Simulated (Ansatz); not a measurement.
# BaS (Fm-3m) in Ansatz: notebook

Runs on BaS. Level: PBEsol. Tasks: band structure.

Everything below comes from runs of Ansatz 0.2.0. Logs are shortened: lines on timing, memory, paths and dates and some standing lists are left out, and cuts for length are marked.

**Measured values to compare with.**

From a printed reference work, monograph, original work of 1988, for a bulk crystal of BaS at 2 K: band gap 3.806 eV (indirect).

The results are compared with them further down.

## (1) The crystal as given

Symmetry: Fm-3m, No. 225, cubic system. Conventional cell: a = 6.388 Å, b = 6.388 Å, c = 6.388 Å, α = 90.00°, β = 90.00°, γ = 90.00°. Around Ba (site symmetry m-3m) lie 6 S at 3.19 Å. S (site symmetry m-3m) is surrounded by 6 Ba at 3.19 Å.

## (2) Band structure, PBEsol

input.yaml reads:

```yaml
crystal:
  lattice:
    - [0.0, 3.19375, 3.19375]
    - [3.19375, 0.0, 3.19375]
    - [3.19375, 3.19375, 0.0]
  atoms:
    - { symbol: Ba, position: [0.0, 0.0, 0.0] }
    - { symbol: S, position: [0.5, 0.5, 0.5] }
kpoints:
  mp_grid: { grid: [7, 7, 7] }
  band_path:
    path:
      - [0.0, 0.0, 0.0]
      - [0.5, 0.0, 0.5]
      - [0.5, 0.25, 0.75]
      - [0.375, 0.375, 0.75]
      - [0.0, 0.0, 0.0]
      - [0.5, 0.5, 0.5]
      - [0.625, 0.25, 0.625]
      - [0.5, 0.25, 0.75]
    npoints: 12
scf:
  occupations: { method: fermi_dirac, width: 0.05 }
hamiltonian:
  xc: pbesol
  pseudopotentials: { kind: all_electron, lapw: { basis_error: 0.001 } }
output:
  forces: true
  stress: true
  eigenvalues: true
```

Potentials or basis: all-electron LAPW, scalar-relativistic.

Run with:

```bash
> ansatz run input.yaml --threads 1 --pin off --max-ram 3072MiB --backend cpu --events-out ev --progress --plain --runs-dir out
```

Standard output:

```text
Warning: RAYON_NUM_THREADS=1 ignored (pool sized by the plan → 1); use --threads N
LAPW: plane waves up to 5.988 Å⁻¹, error target 1.0e-3 eV per atom; small_component_spin mean_spin; S in spheres of 1.515 Å, 14 of its electrons in bands, Dirac shells []; Ba in spheres of 1.679 Å, 28 of its electrons in bands, Dirac shells [] (how accurate: hamiltonian.pseudopotentials.lapw.basis_error, Limitations)
Engine: ansatz 0.2.0, x86_64-unknown-linux-gnu
Pseudopotentials: kind: all_electron
Pseudopotential: Ba, LAPW, valence charge 28, lapw/all_electron/scalar/gaussian/Ba, Koelling and Harmon's equation, gaussian nucleus
Pseudopotential: S, LAPW, valence charge 14, lapw/all_electron/scalar/gaussian/S, Koelling and Harmon's equation, gaussian nucleus
Functional definition: PBEsol
  exchange = pbesol_x
  correlation = pbesol_c
Crystal: 2 atoms, lattice volume = 65.153 Å³
Basis set: ecut = 136.61087397645574 eV, 259 PW (Γ), exchange–correlation at level 2
Bands: 26, of which v1, the nominal top of the filled ones, is band 21 counted from 1 (20 counted from 0)
Symmetry: 48 space group operations
Space group: Fm-3m (ITA 225), of the structure as read, at distance tolerance 4.0e-5 Å
k-points: 20 of 343
Non-local potential: Ba, projectors of the file, none
Non-local potential: S, projectors of the file, none
Initial density: superposition of atomic densities (chi_scale 0.1, normalization cell, long waves kept (reshape's long-wave potential 0.00 eV rms))
Initial wavefunctions: plane waves of lowest kinetic energy (no species holds an atomic orbital)
Functional: x = pbesol(κ = 0.804, μ = 0.12345679012345678), c = pbesol(β = 0.046)
iter 1 solved again at ethr=2.57e-3 eV; its pass at ethr=1.00e-1 eV (dr2=1.08e0 eV) is discarded
SCF iter   1: F=—  HF=-232135.593906 eV  |F-HF|=—  |Δ(HF+E_count)|=         —  Δρ=2.63e-2  dr2=1.08e0  ethr=2.57e-3  ⟨swp⟩=2.0  Hψ=3343  notcnv=0
preconditioner: auto → none  [insulator: Δε(μ)=3.080 eV  Ē_g=12.530 eV  σ=0.050 eV  W_gap=1.00  n_scr=14 (ndim 8)  ℏωp=17.2 eV  f_vac=0.000  D(μ)=0.00/eV (n_scr^D=0)  ε∞_Penn≈2.9]
iter 2 solved again at ethr=7.12e-5 eV; its pass at ethr=2.57e-3 eV (dr2=2.99e-2 eV) is discarded
SCF iter   2: F=—  HF=-232135.234109 eV  |F-HF|=—  |Δ(HF+E_count)|=   3.60e-1  Δρ=5.72e-3  dr2=2.99e-2  ethr=7.12e-5  ⟨swp⟩=2.0  Hψ=2934  notcnv=0
SCF iter   3: F=—  HF=-232135.180374 eV  |F-HF|=—  |Δ(HF+E_count)|=   5.37e-2  Δρ=4.60e-3  dr2=3.00e-2  ethr=7.12e-5  ⟨swp⟩=3.0  Hψ=1852  notcnv=0
SCF iter   4: F=—  HF=-232135.185180 eV  |F-HF|=—  |Δ(HF+E_count)|=         —  Δρ=8.45e-4  dr2=9.27e-4  ethr=7.12e-5  ⟨swp⟩=2.0  Hψ=1742  notcnv=0
the basis was enlarged: its passes take 141.1 KiB over the memory plan, 1 of 1 planned eigensolver slots
SCF iter   5: F=—  HF=-232135.185633 eV  |F-HF|=—  |Δ(HF+E_count)|=   4.52e-4  Δρ=1.32e-4  dr2=1.93e-5  ethr=2.21e-6  ⟨swp⟩=2.6  Hψ=1715  notcnv=0
SCF iter   6: F=—  HF=-232135.185643 eV  |F-HF|=—  |Δ(HF+E_count)|=   1.03e-5  Δρ=1.69e-5  dr2=2.55e-7  ethr=4.60e-8  ⟨swp⟩=3.0  Hψ=1764  notcnv=0
SCF iter   7: F=-232135.185644 eV  HF=-232135.185644 eV  |F-HF|=1.25e-8  |Δ(HF+E_count)|=   5.93e-7  Δρ=2.47e-6  dr2=3.66e-9  ethr=6.06e-10  ⟨swp⟩=3.0  Hψ=1803  notcnv=0
SCF 1 converged in 7 iterations: F = -232135.185644 eV  dr2 = 3.66e-9
NSCF: frozen V_eff on 85 k-points
SCF converged after 7 iterations
Free energy (F): -232135.185644 eV
Harris-Foulkes:  -232135.185644 eV  (|F-HF|=1.25e-8)
Internal energy: -232135.185644 eV  (E = F + TS)
E sigma→0 (E₀):  -232135.185644 eV
Fermi energy:    8.793425 eV
--- Per-component energies (eV) ---
  E_band       = -3433.934940
  E_kinetic    = 246659.039559
  E_xc         = -5987.362483
  E_electrostatic = -472806.862720  (all electrons and nuclei)
  E_smearing   = -0.000000  (= −TS)
  E_closure    = 0.000000  (closes the sum)
  E_atoms      = -232124.421915  (free atoms, spherical and without spin; not in F)
  Σ components = -232135.185644   (vs F -232135.185644, Δ=0.00e0)
  Basis errors (estimates in eV, not in F): energy 4.2e-4 per atom: plane waves 3.8e-4 (2.1e-4 summed), levels above the bands 2.7e-35, relativity 5.8e-9, radial functions 4.2e-5, core shells 3.1e-11; eigenvalues (radial functions only) 1.6e-5; not estimated: angular momenta, meshes, grids; target (lapw.basis_error) 1.0e-3; muffin-tin radii S 1.515 Å, Ba 1.679 Å
--- Forces (eV/Å), atoms counted from 1 ---
  atom   1  Ba     0.00000000     0.00000000     0.00000000
  atom   2  S      0.00000000    -0.00000000     0.00000000
  max |Σ_I F_I| component: 4.52e-31 eV/Å
--- Stress (GPa, compression-positive) ---
       -1.150562       0.000000       0.000000
        0.000000      -1.150562       0.000000
        0.000000       0.000000      -1.150562
  P = ⅓ Tr σ = -1.1506 GPa (-11.506 kbar)
--- Band table (eV; the first three rows and the last of 20) ---
  k-point 0: bands = ["-227.7226", "-195.0021", "-164.9382", "-164.9382", "-164.9382", "-140.0543", "-140.0543", "-140.0543", "-73.8690", "-73.8690", "-73.8690", "-73.8610", "-73.8610", "-18.1913", "-3.2358", "-3.2358", "-3.2358", "-2.5638", "7.7177", "7.7177", "7.7177", "11.2163", "11.6003", "11.6003", "11.6003", "12.5483"]
  k-point 1: bands = ["-227.7226", "-195.0021", "-164.9382", "-164.9382", "-164.9382", "-140.0543", "-140.0543", "-140.0543", "-73.8690", "-73.8690", "-73.8690", "-73.8610", "-73.8610", "-18.1827", "-3.6320", "-3.2433", "-3.2433", "-2.1516", "7.2109", "7.4693", "7.4693", "11.5571", "11.8896", "11.8896", "11.9905", "13.1014"]
  k-point 2: bands = ["-227.7226", "-195.0021", "-164.9382", "-164.9382", "-164.9382", "-140.0543", "-140.0543", "-140.0543", "-73.8690", "-73.8690", "-73.8690", "-73.8610", "-73.8610", "-18.1634", "-4.1127", "-3.2601", "-3.2601", "-1.6324", "6.3908", "7.0202", "7.0202", "11.8512", "12.6920", "12.6920", "13.3625", "14.4329"]
  k-point 19: bands = ["-227.7226", "-195.0021", "-164.9382", "-164.9382", "-164.9382", "-140.0543", "-140.0543", "-140.0543", "-73.8690", "-73.8690", "-73.8690", "-73.8610", "-73.8610", "-18.1326", "-3.9081", "-3.6103", "-3.4593", "-1.8611", "6.6135", "7.1780", "7.2514", "11.5751", "12.4608", "14.1435", "14.7420", "14.9499"]
```

Wall time 13 s (1 thread of AMD EPYC 7R43 (Zen 3), shared host); peak memory 0.29 GiB.

Results:

```yaml
Free_energy: -232135.1856 eV
Pressure: -1.2 GPa
Band_gap_on_the_k_mesh: 2.14 eV, indirect (least direct gap 2.26 eV)
Band_gap_along_the_path: 2.08 eV, indirect (least direct gap 2.19 eV)
```

Levels at the corners of the path, in eV from the valence-band top:
| point | band 17 | band 18 | band 19 | band 20 | band 21 | band 22 | band 23 | band 24 | band 25 | band 26 |
| --- | --- | --- | --- | --- | --- | --- | --- | --- | --- | --- |
| Γ | -10.95 | -10.28 | 0.00 | 0.00 | 0.00 | 3.50 | 3.88 | 3.88 | 3.88 | 4.83 |
| X | -11.15 | -10.19 | -0.46 | -0.11 | -0.11 | 2.08 | 5.99 | 6.02 | 7.60 | 7.60 |
| W | -11.31 | -9.62 | -1.08 | -0.44 | -0.44 | 4.20 | 4.20 | 6.32 | 6.85 | 7.62 |
| K | -11.09 | -9.66 | -0.91 | -0.56 | -0.48 | 3.23 | 5.83 | 6.61 | 6.70 | 7.25 |
| Γ | -10.95 | -10.28 | 0.00 | 0.00 | 0.00 | 3.50 | 3.88 | 3.88 | 3.88 | 4.83 |
| L | -10.99 | -9.00 | -1.91 | -1.03 | -1.03 | 5.39 | 5.56 | 6.37 | 6.37 | 7.78 |
| U | -11.09 | -9.66 | -0.91 | -0.56 | -0.48 | 3.23 | 5.83 | 6.61 | 6.70 | 7.25 |
| W | -11.31 | -9.62 | -1.08 | -0.44 | -0.44 | 4.20 | 4.20 | 6.32 | 6.85 | 7.62 |

Caveat: spin-orbit coupling is left out, which moves the levels of the heavy elements.

## (3) Band structure, PBEsol

input.yaml, as its differences from that of step 2:

```diff
@@ -25,3 +25,6 @@
   xc: pbesol
-  pseudopotentials: { kind: all_electron, lapw: { basis_error: 0.001 } }
+  pseudopotentials:
+    kind: all_electron
+    lapw: { basis_error: 0.001 }
+    relativity: none
 output:
```

Potentials or basis: all-electron LAPW, non-relativistic.

Run with:

```bash
> ansatz run input.yaml --threads 1 --pin off --max-ram 3072MiB --backend cpu --events-out ev --progress --plain --runs-dir out
```

Standard output:

```text
Warning: RAYON_NUM_THREADS=1 ignored (pool sized by the plan → 1); use --threads N
LAPW: plane waves up to 5.984 Å⁻¹, error target 1.0e-3 eV per atom; S in spheres of 1.516 Å, 14 of its electrons in bands, Dirac shells []; Ba in spheres of 1.678 Å, 28 of its electrons in bands, Dirac shells [] (how accurate: hamiltonian.pseudopotentials.lapw.basis_error, Limitations)
[... 2 set-up lines as earlier in the session ...]
[... 45 lines left out ...]
--- Forces (eV/Å), atoms counted from 1 ---
  atom   1  Ba    -0.00000000     0.00000000     0.00000000
  atom   2  S      0.00000000    -0.00000000    -0.00000000
  max |Σ_I F_I| component: 2.79e-31 eV/Å
--- Stress (GPa, compression-positive) ---
       -0.908354      -0.000000       0.000000
       -0.000000      -0.908354       0.000000
        0.000000       0.000000      -0.908354
  P = ⅓ Tr σ = -0.9084 GPa (-9.084 kbar)
--- Band table (eV; the first three rows and the last of 20) ---
  k-point 0: bands = ["-208.7041", "-193.6318", "-160.6296", "-160.6296", "-160.6296", "-139.9490", "-139.9490", "-139.9490", "-77.0149", "-77.0149", "-77.0149", "-77.0055", "-77.0055", "-15.3941", "-2.8917", "-2.8917", "-2.8917", "-2.2616", "7.8137", "7.8137", "7.8137", "11.4780", "11.4780", "11.4780", "11.8034", "12.3608"]
  k-point 1: bands = ["-208.7041", "-193.6318", "-160.6296", "-160.6296", "-160.6296", "-139.9490", "-139.9490", "-139.9490", "-77.0149", "-77.0149", "-77.0149", "-77.0055", "-77.0055", "-15.3798", "-3.3187", "-2.8996", "-2.8996", "-1.8335", "7.3684", "7.5531", "7.5531", "11.4872", "11.7537", "11.7537", "12.4654", "12.9014"]
  k-point 2: bands = ["-208.7041", "-193.6318", "-160.6296", "-160.6296", "-160.6296", "-139.9490", "-139.9490", "-139.9490", "-77.0149", "-77.0149", "-77.0149", "-77.0055", "-77.0055", "-15.3472", "-3.8301", "-2.9171", "-2.9171", "-1.3185", "6.6119", "7.0881", "7.0881", "11.7921", "12.5086", "12.5086", "13.7040", "14.1196"]
  k-point 19: bands = ["-208.7041", "-193.6318", "-160.6296", "-160.6296", "-160.6296", "-139.9490", "-139.9490", "-139.9490", "-77.0149", "-77.0149", "-77.0149", "-77.0055", "-77.0055", "-15.2959", "-3.6265", "-3.2916", "-3.1318", "-1.5869", "6.7643", "7.3093", "7.4098", "11.4874", "12.3238", "13.9214", "14.4869", "14.6188"]
```

bands.tsv:

```text
# k_distance	band_0	band_1	band_2	band_3	band_4	band_5	band_6	band_7	band_8	band_9	band_10	band_11	band_12	band_13	band_14	band_15	band_16	band_17	band_18	band_19	band_20	band_21	band_22	band_23	band_24	band_25
# fermi_ev = 8.822326
[... 95 lines left out ...]
4.639673	-217.526474	-202.454122	-169.451892	-169.451892	-169.451892	-148.771364	-148.771364	-148.771364	-85.837197	-85.837196	-85.837193	-85.827803	-85.827803	-24.116476	-12.344696	-12.101873	-12.077252	-10.446483	-2.046711	-1.397087	-1.388650	2.853008	3.126426	4.980027	5.757487	6.102723
4.668655	-217.526474	-202.454122	-169.451892	-169.451892	-169.451892	-148.771364	-148.771364	-148.771364	-85.837195	-85.837195	-85.837192	-85.827803	-85.827802	-24.116425	-12.341871	-12.091577	-12.091577	-10.445643	-2.049292	-1.391580	-1.391580	2.986997	2.986997	4.977681	5.757008	6.150759
```

Wall time 12 s (1 thread of AMD EPYC 7R43 (Zen 3), shared host); peak memory 0.28 GiB.

What came out:

```yaml
Free_energy: -225323.4402 eV
Pressure: -0.9 GPa
Band_gap_on_the_k_mesh: 2.00 eV, indirect (least direct gap 2.08 eV)
Band_gap_along_the_path: 1.94 eV, indirect (least direct gap 2.01 eV)
```

Levels at the corners of the path, in eV from the valence-band top:
| point | band 17 | band 18 | band 19 | band 20 | band 21 | band 22 | band 23 | band 24 | band 25 | band 26 |
| --- | --- | --- | --- | --- | --- | --- | --- | --- | --- | --- |
| Γ | -10.71 | -10.08 | 0.00 | 0.00 | 0.00 | 3.66 | 3.66 | 3.66 | 3.99 | 4.55 |
| X | -10.92 | -10.06 | -0.37 | -0.07 | -0.07 | 1.94 | 5.65 | 5.98 | 6.85 | 7.13 |
| W | -11.08 | -9.44 | -1.04 | -0.38 | -0.38 | 4.00 | 4.00 | 5.99 | 6.77 | 7.16 |
| K | -10.86 | -9.49 | -0.83 | -0.56 | -0.41 | 3.07 | 5.53 | 6.20 | 6.31 | 6.75 |
| Γ | -10.71 | -10.08 | 0.00 | 0.00 | 0.00 | 3.66 | 3.66 | 3.66 | 3.99 | 4.55 |
| L | -10.75 | -8.79 | -1.75 | -1.07 | -1.07 | 5.29 | 5.35 | 6.02 | 6.02 | 6.68 |
| U | -10.86 | -9.49 | -0.83 | -0.56 | -0.41 | 3.07 | 5.53 | 6.20 | 6.31 | 6.75 |
| W | -11.08 | -9.44 | -1.04 | -0.38 | -0.38 | 4.00 | 4.00 | 5.99 | 6.77 | 7.16 |

Caveat: relativity is left out, which matters for the heavier elements; spin-orbit coupling is left out, which moves the levels of the heavy elements.

## (4) Band structure, PBEsol

input.yaml, as its differences from that of step 3:

```diff
@@ -25,6 +25,3 @@
   xc: pbesol
-  pseudopotentials:
-    kind: all_electron
-    lapw: { basis_error: 0.001 }
-    relativity: none
+  pseudopotentials: { kind: all_electron, datasets: crystal }
 output:
```

Potentials or basis: all-electron PAW datasets made for the crystal.

Run with:

```bash
> ansatz run input.yaml --threads 1 --pin off --max-ram 3072MiB --backend cpu --events-out ev --progress --plain --runs-dir out
```

It took 15 s on 1 thread of AMD EPYC 7R43 (Zen 3), shared host; peak memory 0.48 GiB.

It converged, with:

| Item | Value |
| --- | --- |
| Free energy | -232135.1862 eV |
| Pressure | -1.2 GPa |
| Band gap on the k mesh | 2.14 eV, indirect (least direct gap 2.26 eV) |
| Band gap along the path | 2.08 eV, indirect (least direct gap 2.19 eV) |

Levels at the corners of the path, in eV from the valence-band top:
```tsv
point	band 5	band 6	band 7	band 8	band 9	band 10	band 11	band 12
Γ	-10.28	0.00	0.00	0.00	3.50	3.88	3.88	3.88
X	-10.19	-0.46	-0.11	-0.11	2.08	5.99	6.02	7.60
W	-9.62	-1.08	-0.44	-0.44	4.20	4.20	6.32	6.85
K	-9.66	-0.91	-0.56	-0.48	3.23	5.83	6.61	6.70
Γ	-10.28	0.00	0.00	0.00	3.50	3.88	3.88	3.88
L	-9.00	-1.91	-1.03	-1.03	5.39	5.56	6.37	6.37
U	-9.66	-0.91	-0.56	-0.48	3.23	5.83	6.61	6.70
W	-9.62	-1.08	-0.44	-0.44	4.20	4.20	6.32	6.85
```

Caveat: spin-orbit coupling is left out, which moves the levels of the heavy elements.

## (5) Band structure, PBEsol

input.yaml, as its differences from that of step 4:

```diff
@@ -25,3 +25,6 @@
   xc: pbesol
-  pseudopotentials: { kind: all_electron, datasets: crystal }
+  pseudopotentials:
+    kind: all_electron
+    lapw: { basis_error: 0.001 }
+    dirac_shells: { Ba: ["3p", "3d"], S: ["2p"] }
 output:
```

Potentials or basis: all-electron LAPW, inner shells corrected to Dirac's equation.

Run with:

```bash
> ansatz run input.yaml --threads 1 --pin off --max-ram 3072MiB --backend cpu --events-out ev --progress --plain --runs-dir out
```

Wall time 14 s (1 thread of AMD EPYC 7R43 (Zen 3), shared host); peak memory 0.28 GiB.

Results (log left out):

```
Free energy             : -232233.7442 eV
Pressure                : -1.1 GPa
Band gap on the k mesh  : 2.14 eV, indirect (least direct gap 2.26 eV)
Band gap along the path : 2.08 eV, indirect (least direct gap 2.19 eV)
```

Levels at the corners of the path, in eV from the valence-band top:
```csv
point,band 19,band 20,band 21,band 22,band 23,band 24
Γ,0.00,0.00,0.00,3.50,3.88,3.88
X,-0.46,-0.11,-0.11,2.08,5.99,6.02
W,-1.08,-0.44,-0.44,4.20,4.20,6.32
K,-0.91,-0.56,-0.48,3.23,5.83,6.61
Γ,0.00,0.00,0.00,3.50,3.88,3.88
L,-1.91,-1.03,-1.03,5.39,5.56,6.37
U,-0.91,-0.56,-0.48,3.23,5.83,6.61
W,-1.08,-0.44,-0.44,4.20,4.20,6.32
```

Caveat: spin-orbit coupling is left out, which moves the levels of the heavy elements.

## (6) Overview

```tsv
potentials or basis	cutoff (eV)	basis error allowed	gap on the mesh (eV)	pressure (GPa)
all-electron LAPW, scalar-relativistic	137	0.001 eV/atom	2.14	-1.2
all-electron LAPW, non-relativistic	136	0.001 eV/atom	2.00	-0.9
all-electron PAW datasets made for the crystal	260	-	2.14	-1.2
all-electron LAPW, inner shells corrected to Dirac's equation	137	0.001 eV/atom	2.14	-1.1
```

Alike in all rows: task band structure; level PBEsol; no spin polarisation; cell as given; k mesh 7 × 7 × 7; smearing fermi-dirac 0.05 eV.

Caveats: spin-orbit coupling is left out, which moves the levels of the heavy elements; relativity is left out, which matters for the heavier elements (some runs).

Compare energies only between runs with the same functional and basis.

## (7) Comparison with measurements

Step 2. Against the measured gap of BaS, 3.806 eV (indirect; 2 K; a printed reference work, monograph, original work of 1988), the calculated 2.08 eV is off by -1.72 eV. Spin-orbit coupling on Ba is left out. The value is that of PBEsol, without temperature or zero-point motion. Semilocal functionals fall short of measured gaps as a rule.

Step 3. A measured gap of BaS is 3.806 eV (indirect; 2 K; a printed reference work, monograph, original work of 1988); the calculated 1.94 eV misses it by -1.87 eV. Spin-orbit coupling on Ba is left out. The value is that of PBEsol, without temperature or zero-point motion. Semilocal functionals fall short of measured gaps as a rule.

Step 4. Against the measured gap of BaS, 3.806 eV (indirect; 2 K; a printed reference work, monograph, original work of 1988), the calculated 2.08 eV is off by -1.72 eV. Spin-orbit coupling on Ba is left out. The value is that of PBEsol, without temperature or zero-point motion. Semilocal functionals fall short of measured gaps as a rule.

Step 5. A measured gap of BaS is 3.806 eV (indirect; 2 K; a printed reference work, monograph, original work of 1988); the calculated 2.08 eV misses it by -1.72 eV. Spin-orbit coupling on Ba is left out. The value is that of PBEsol, without temperature or zero-point motion. Semilocal functionals fall short of measured gaps as a rule.
